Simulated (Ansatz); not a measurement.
# In (P6_3/mmc) in Ansatz: reference runs

Aim: a first look at In with PBE, on the cell as given and on a disturbed one, then over a range of volumes.

All numbers are computed with Ansatz 0.2.0; they aren't measurements. Logs are shortened: lines on timing, memory, paths and dates and some standing lists are left out, and cuts for length are marked.

## Step 1: The structure

Symmetry: P6_3/mmc, No. 194, hexagonal system. The conventional cell has a = 3.335 Å, b = 3.335 Å, c = 5.509 Å, α = 90.00°, β = 90.00°, γ = 120.00°. In (site symmetry -6m2) has 12 In at 3.34 to 3.36 Å as nearest neighbours.

This isn't the form of In at room conditions, which is tetragonal.

## Step 2: Single point, PBE

The input, input.yaml:

```yaml
crystal:
  lattice:
    - [3.335484782, 0.0, 0.0]
    - [-1.667742391, 2.8886145552, 0.0]
    - [0.0, 0.0, 5.50914292]
  atoms:
    - { symbol: In, position: [0.6666666667, 0.3333333333, 0.75] }
    - { symbol: In, position: [0.3333333333, 0.6666666667, 0.25] }
hamiltonian:
  xc: pbe
  pseudopotentials: { kind: paw }
kpoints:
  mp_grid: { grid: [9, 9, 5] }
scf:
  occupations: { method: fermi_dirac, width: 0.05 }
output:
  forces: true
  stress: true
  eigenvalues: true
```

Potentials or basis: Ansatz PAW.

The run is started by

```
$ ansatz run input.yaml --threads 2 --pin off --max-ram 5120MiB --backend cpu --events-out ev --progress --plain --runs-dir out
```

Output:

```text
Warning: RAYON_NUM_THREADS=2 ignored (pool sized by the plan → 2); use --threads N
Engine: ansatz 0.2.0, aarch64-unknown-linux-gnu
Pseudopotentials: kind: paw
Pseudopotential: In, paw, valence charge 13, recommended cutoff 420 eV (normal), In.paw.azcp
Functional definition: PBE
  parameter kappa = 0.804
  parameter beta = 0.06672455060314922
  exchange = pbe_x(kappa = kappa, mu = beta*pi^2/3)
  correlation = pbe_c(beta = beta)
Crystal: 2 atoms, lattice volume = 53.080 Å³
Basis set: ecut = 420 eV, 1051 PW (Γ), exchange–correlation on 48×48×80 points (8 copies of the dense FFT grid, shifted against one another)
Bands: 17, of which v1, the nominal top of the filled ones, is band 13 counted from 1 (12 counted from 0)
Symmetry: 24 space group operations
Space group: P63/mmc (ITA 194), of the structure as read, at distance tolerance 3.8e-5 Å
k-points: 36 of 405
Non-local potential: In, projectors of the file, l = 0: 2, l = 1: 2, l = 2: 2, l = 3: 2
PAW form: soft (Blöchl's): semilocal exchange-correlation on the pseudo side does not see the compensation charge
PAW one-centre angular grid: In, 590 points (default); XC on 64 Gauss nodes
Initial density: superposition of atomic densities (neutral atoms: chi_scale 0, normalization atom), corrected by the library's trained network
Initial wavefunctions: pseudopotential atomic-orbital guess
Functional: x = pbe(κ = 0.804, μ = 0.2195149727645171), c = pbe(β = 0.06672455060314922)
SCF iter   1: F=—  HF=-11195.654582 eV  |F-HF|=—  |Δ(HF+E_count)|=         —  Δρ=1.43e-3  dr2=1.07e-3  ethr=1.77e-3  ⟨swp⟩=6.2  Hψ=3120  notcnv=0
preconditioner: auto → Kerker (q_TF=auto, 2.422 Å⁻¹)  [metal: Δε(μ)=0.094 eV  Ē_g=15.890 eV  σ=0.050 eV  W_gap=0.41  n_scr=10 (ndim 8)  ℏωp=26.0 eV  f_vac=0.000  D(μ)=1.71/eV (n_scr^D=10)]
SCF iter   2: F=—  HF=-11195.653026 eV  |F-HF|=—  |Δ(HF+E_count)|=   1.56e-3  Δρ=8.37e-4  dr2=5.13e-4  ethr=4.11e-6  ⟨swp⟩=2.2  Hψ=1243  notcnv=0
SCF iter   3: F=—  HF=-11195.653018 eV  |F-HF|=—  |Δ(HF+E_count)|=   7.68e-6  Δρ=5.13e-4  dr2=8.90e-5  ethr=1.97e-6  ⟨swp⟩=2.1  Hψ=1062  notcnv=0
SCF iter   4: F=—  HF=-11195.652981 eV  |F-HF|=—  |Δ(HF+E_count)|=   3.71e-5  Δρ=1.98e-4  dr2=1.42e-5  ethr=3.42e-7  ⟨swp⟩=2.0  Hψ=1069  notcnv=0
SCF iter   5: F=—  HF=-11195.652975 eV  |F-HF|=—  |Δ(HF+E_count)|=   6.32e-6  Δρ=1.19e-4  dr2=4.31e-6  ethr=5.48e-8  ⟨swp⟩=2.0  Hψ=1077  notcnv=0
SCF iter   6: F=—  HF=-11195.652973 eV  |F-HF|=—  |Δ(HF+E_count)|=   1.95e-6  Δρ=4.88e-5  dr2=7.23e-7  ethr=1.66e-8  ⟨swp⟩=2.9  Hψ=1090  notcnv=0
SCF iter   7: F=-11195.652973 eV  HF=-11195.652973 eV  |F-HF|=1.95e-8  |Δ(HF+E_count)|=   3.96e-7  Δρ=7.37e-6  dr2=1.69e-8  ethr=3.85e-10  ⟨swp⟩=3.9  Hψ=2401  notcnv=0
SCF 1 converged in 7 iterations: F = -11195.652973 eV  dr2 = 1.69e-8
SCF converged after 7 iterations
Free energy (F): -11195.652973 eV
Harris-Foulkes:  -11195.652973 eV  (|F-HF|=1.95e-8)
Internal energy: -11195.639340 eV  (E = F + TS)
E sigma→0 (E₀):  -11195.646156 eV
Entropy (-TS):   -0.013632 eV (-6.816 meV/atom)
Fermi energy:    10.119539 eV
--- Per-component energies (eV) ---
  E_band       = -51.534631
  E_kinetic    = 482.482910
  E_local      = -2167.215984  (includes V_loc(G=0)·N_el)
  E_nonlocal   = 732.132345
  E_hartree    = 849.317302
  E_xc         = -431.997213
  E_vxc        = -199.940244  (∫ρ·V_xc dr)
  E_paw        = -8304.110924  (= ΣΔE_a)
  E_vpaw       = -597.635348  (= ΣTr[D̂ρ^β])
  E_aug_tail   = 0.000050  (compensation charges beyond the density's cutoff)
  E_ewald      = -2356.247827
  E_smearing   = -0.013632  (= −TS)
  E_closure    = -0.000000  (closes the sum)
  Σ components = -11195.652973   (vs F -11195.652973, Δ=0.00e0)
--- Forces (eV/Å), atoms counted from 1 ---
  atom   1  In    -0.00000000     0.00000000     0.00000000
  atom   2  In     0.00000000    -0.00000000    -0.00000000
  max |Σ_I F_I| component: 9.25e-18 eV/Å
--- Stress (GPa, compression-positive) ---
        1.615017      -0.000000       0.000000
       -0.000000       1.615017       0.000000
        0.000000       0.000000       1.267254
  P = ⅓ Tr σ = 1.4991 GPa (14.991 kbar)
--- Band table (eV; the first three rows and the last of 36) ---
  k-point 0: bands = ["-4.6253", "-4.5707", "-4.5447", "-4.5447", "-4.5182", "-4.5182", "-4.4450", "-4.4450", "-4.2672", "-4.2672", "0.6111", "5.6219", "6.7079", "18.4462", "18.4462", "20.2511", "20.2511"]
  k-point 1: bands = ["-4.6173", "-4.5726", "-4.5554", "-4.5554", "-4.5278", "-4.5278", "-4.4148", "-4.4148", "-4.2771", "-4.2771", "0.8248", "4.0955", "8.6562", "17.9395", "18.6288", "18.6288", "20.1533"]
  k-point 2: bands = ["-4.5987", "-4.5813", "-4.5606", "-4.5606", "-4.5478", "-4.5478", "-4.3585", "-4.3585", "-4.3082", "-4.3082", "1.4735", "2.5678", "11.4400", "14.5844", "19.1279", "19.1279", "19.7511"]
  k-point 35: bands = ["-4.6020", "-4.6020", "-4.5448", "-4.4458", "-4.4247", "-4.4247", "-4.4012", "-4.4011", "-4.2616", "-4.2616", "7.4771", "7.4771", "9.0273", "9.0273", "9.1970", "10.2445", "16.8768"]
```

Run time: 0.79 s. Hardware: 2 threads of Arm Neoverse V2, shared host; peak memory 0.31 GiB.

What came out:

```yaml
Free_energy: -11195.6530 eV
Pressure: 1.5 GPa
Band_gap_on_the_k_mesh: none (metal or under the smearing width)
```

## Step 3: Single point, PBE (atoms moved at random, drawn with an rms of 0.05 Å)

input.yaml: that of step 2 with these lines changed.

```diff
@@ -6,4 +6,4 @@
   atoms:
-    - { symbol: In, position: [0.6666666667, 0.3333333333, 0.75] }
-    - { symbol: In, position: [0.3333333333, 0.6666666667, 0.25] }
+    - { symbol: In, position: [0.670015, 0.335907, 0.749045] }
+    - { symbol: In, position: [0.320374, 0.680221, 0.25626] }
 hamiltonian:
```

Potentials or basis: Ansatz PAW.

The run is started by

```
$ ansatz run input.yaml --threads 2 --pin off --max-ram 5120MiB --backend cpu --events-out ev --progress --plain --runs-dir out
```

Run time: 3.7 s. Hardware: 2 threads of Arm Neoverse V2, shared host; peak memory 0.42 GiB.

The run converged. Its results:

```
Free energy            : -11195.6500 eV
Pressure               : 1.5 GPa
Largest force          : 0.115 eV/Å
Band gap on the k mesh : none (metal or under the smearing width)
```

Forces in eV/Å, atoms in the order of the input:
```
In  -0.016  0.006  0.114
In   0.016 -0.006 -0.114
```

Stress tensor (GPa, compression positive):
```
 1.54  0.18 -0.02
 0.18  1.71  0.01
-0.02  0.01  1.35
```

Levels at points of the mesh, in eV from the Fermi level:
```
           k point  band 10  band 11  band 12  band 13  band 14  band 15  band 16  band 17
(0.00, 0.00, 0.00)   -14.38    -9.51    -4.50    -3.41     8.21     8.45     9.94    10.24
```

## Step 4: Single point, PBE, 24.95 Å³/atom (volume scaled by 0.94)

The input, input.yaml:

```yaml
crystal:
  lattice:
    - [3.2673945583, 0.0, 0.0]
    - [-1.6336972791, 2.8296466917, 0.0]
    - [0.0, 0.0, 5.3966798754]
  atoms:
    - { symbol: In, position: [0.6666666667, 0.3333333333, 0.75] }
    - { symbol: In, position: [0.3333333333, 0.6666666667, 0.25] }
hamiltonian:
  xc: pbe
  pseudopotentials: { kind: paw }
kpoints:
  mp_grid: { grid: [9, 9, 5] }
scf:
  occupations: { method: fermi_dirac, width: 0.05 }
output:
  forces: true
  stress: true
  eigenvalues: true
```

The run is started by

```
$ ansatz run input.yaml --threads 2 --pin off --max-ram 5120MiB --backend cpu --events-out ev --progress --plain --runs-dir out
```

Run time: 0.76 s. Hardware: 2 threads of Arm Neoverse V2, shared host; peak memory 0.31 GiB.

The run converged. Its results:

| Quantity | Value |
| --- | --- |
| Free energy | -11195.5949 eV |
| Pressure | 4.5 GPa |
| Band gap on the k mesh | none (metal or under the smearing width) |

## Step 5: Single point, PBE, 25.48 Å³/atom (volume scaled by 0.96)

input.yaml: that of step 4 with these lines changed.

```diff
@@ -2,5 +2,5 @@
   lattice:
-    - [3.2673945583, 0.0, 0.0]
-    - [-1.6336972791, 2.8296466917, 0.0]
-    - [0.0, 0.0, 5.3966798754]
+    - [3.2904051372, 0.0, 0.0]
+    - [-1.6452025686, 2.8495744376, 0.0]
+    - [0.0, 0.0, 5.4346859154]
   atoms:
```

The run is started by

```
$ ansatz run input.yaml --threads 2 --pin off --max-ram 5120MiB --backend cpu --events-out ev --progress --plain --runs-dir out
```

Wall time 0.77 s (2 threads of Arm Neoverse V2, shared host); peak memory 0.31 GiB.

It converged, with:

| Quantity | Value |
| --- | --- |
| Free energy | -11195.6211 eV |
| Pressure | 3.4 GPa |
| Band gap on the k mesh | none (metal or under the smearing width) |

## Step 6: Single point, PBE, 26.01 Å³/atom (volume scaled by 0.98)

input.yaml: that of step 5 with these lines changed.

```diff
@@ -2,5 +2,5 @@
   lattice:
-    - [3.2904051372, 0.0, 0.0]
-    - [-1.6452025686, 2.8495744376, 0.0]
-    - [0.0, 0.0, 5.4346859154]
+    - [3.3130983036, 0.0, 0.0]
+    - [-1.6565491518, 2.8692272962, 0.0]
+    - [0.0, 0.0, 5.4721676924]
   atoms:
```

Potentials or basis: Ansatz PAW.

The run is started by

```
$ ansatz run input.yaml --threads 2 --pin off --max-ram 5120MiB --backend cpu --events-out ev --progress --plain --runs-dir out
```

Wall time 0.95 s (2 threads of Arm Neoverse V2, shared host); peak memory 0.32 GiB.

The run converged. Its results:

| Property | Result |
| --- | --- |
| Free energy | -11195.6402 eV |
| Pressure | 2.4 GPa |
| Band gap on the k mesh | none (metal or under the smearing width) |

## Step 7: Single point, PBE, 26.54 Å³/atom

input.yaml: that of step 6 with these lines changed.

```diff
@@ -2,5 +2,5 @@
   lattice:
-    - [3.3130983036, 0.0, 0.0]
-    - [-1.6565491518, 2.8692272962, 0.0]
-    - [0.0, 0.0, 5.4721676924]
+    - [3.335484782, 0.0, 0.0]
+    - [-1.667742391, 2.8886145552, 0.0]
+    - [0.0, 0.0, 5.50914292]
   atoms:
```

The run is started by

```
$ ansatz run input.yaml --threads 2 --pin off --max-ram 5120MiB --backend cpu --events-out ev --progress --plain --runs-dir out
```

It took 0.78 s on 2 threads of Arm Neoverse V2, shared host; peak memory 0.31 GiB.

Results (log left out):

- Free energy: -11195.6530 eV
- Pressure: 1.5 GPa
- Band gap on the k mesh: none (metal or under the smearing width)

## Step 8: Single point, PBE, 27.07 Å³/atom (volume scaled by 1.02)

input.yaml: that of step 7 with these lines changed.

```diff
@@ -2,5 +2,5 @@
   lattice:
-    - [3.335484782, 0.0, 0.0]
-    - [-1.667742391, 2.8886145552, 0.0]
-    - [0.0, 0.0, 5.50914292]
+    - [3.357574729, 0.0, 0.0]
+    - [-1.6787873645, 2.9077450104, 0.0]
+    - [0.0, 0.0, 5.5456283735]
   atoms:
@@ -19 +19,5 @@
   eigenvalues: true
+  write_density: true
+  write_potential: true
+  elf: true
+  volumetric_format: npy
```

The run is started by

```
$ ansatz run input.yaml --threads 2 --pin off --max-ram 5120MiB --backend cpu --events-out ev --progress --plain --runs-dir out
```

It took 1 s on 2 threads of Arm Neoverse V2, shared host; peak memory 0.32 GiB.

It converged, with:

- Free energy: -11195.6603 eV
- Pressure: 0.7 GPa
- Band gap on the k mesh: none (metal or under the smearing width)

## Step 9: Single point, PBE, 27.60 Å³/atom (volume scaled by 1.04)

input.yaml: that of step 8 with these lines changed.

```diff
@@ -2,5 +2,5 @@
   lattice:
-    - [3.357574729, 0.0, 0.0]
-    - [-1.6787873645, 2.9077450104, 0.0]
-    - [0.0, 0.0, 5.5456283735]
+    - [3.3793777732, 0.0, 0.0]
+    - [-1.6896888866, 2.9266270006, 0.0]
+    - [0.0, 0.0, 5.5816399564]
   atoms:
```

Potentials or basis: Ansatz PAW.

The run is started by

```
$ ansatz run input.yaml --threads 2 --pin off --max-ram 5120MiB --backend cpu --events-out ev --progress --plain --runs-dir out
```

Wall time 1 s (2 threads of Arm Neoverse V2, shared host); peak memory 0.32 GiB.

Results (log left out):

| Quantity | Value |
| --- | --- |
| Free energy | -11195.6631 eV |
| Pressure | 0.1 GPa |
| Band gap on the k mesh | none (metal or under the smearing width) |

## Step 10: Single point, PBE, 28.13 Å³/atom (volume scaled by 1.06)

input.yaml: that of step 9 with these lines changed.

```diff
@@ -2,5 +2,5 @@
   lattice:
-    - [3.3793777732, 0.0, 0.0]
-    - [-1.6896888866, 2.9266270006, 0.0]
-    - [0.0, 0.0, 5.5816399564]
+    - [3.4009030527, 0.0, 0.0]
+    - [-1.7004515264, 2.9452684395, 0.0]
+    - [0.0, 0.0, 5.6171927618]
   atoms:
@@ -19,5 +19 @@
   eigenvalues: true
-  write_density: true
-  write_potential: true
-  elf: true
-  volumetric_format: npy
```

The run is started by

```
$ ansatz run input.yaml --threads 2 --pin off --max-ram 5120MiB --backend cpu --events-out ev --progress --plain --runs-dir out
```

Wall time 0.77 s (2 threads of Arm Neoverse V2, shared host); peak memory 0.32 GiB.

It converged, with:

```
Free energy            : -11195.6618 eV
Pressure               : -0.5 GPa
Band gap on the k mesh : none (metal or under the smearing width)
```

## Step 11: Equation of state, PBE

No new run: the results of the series are fitted here.

Results:

* Equilibrium volume: 27.69 Å³/atom
* Bulk modulus at fixed shape and positions: 31 GPa
* Pressure derivative of the bulk modulus: 6.9 (rough: it moves with the points fitted)

Energy against volume, from the lowest point:
```csv
volume (Å³/atom),energy (meV/atom)
24.948,34.07
25.478,20.97
26.009,11.44
26.540,5.05
27.071,1.36
27.602,0.00
28.133,0.63
```

Caveat: the cell was scaled at fixed shape and fractional positions, which overstates the stiffness of a crystal with free parameters, most of all of layers and chains.

## Step 12: Summary

| task | cell | gap on the mesh (eV) | pressure (GPa) |
| --- | --- | --- | --- |
| single point | as given | none | 1.5 |
| single point | atoms moved at random, drawn with an rms of 0.05 Å | none | 1.5 |
| equation of state | as given | - | - |

Alike in all rows: level PBE; potentials or basis Ansatz PAW; no spin polarisation; k mesh 9 × 9 × 5; cutoff (eV) 420; smearing fermi-dirac 0.05 eV.

Caveats: the cell was scaled at fixed shape and fractional positions, which overstates the stiffness of a crystal with free parameters, most of all of layers and chains (some runs).

Total energies depend on the potentials used, so only differences within one code and one set of settings carry meaning.
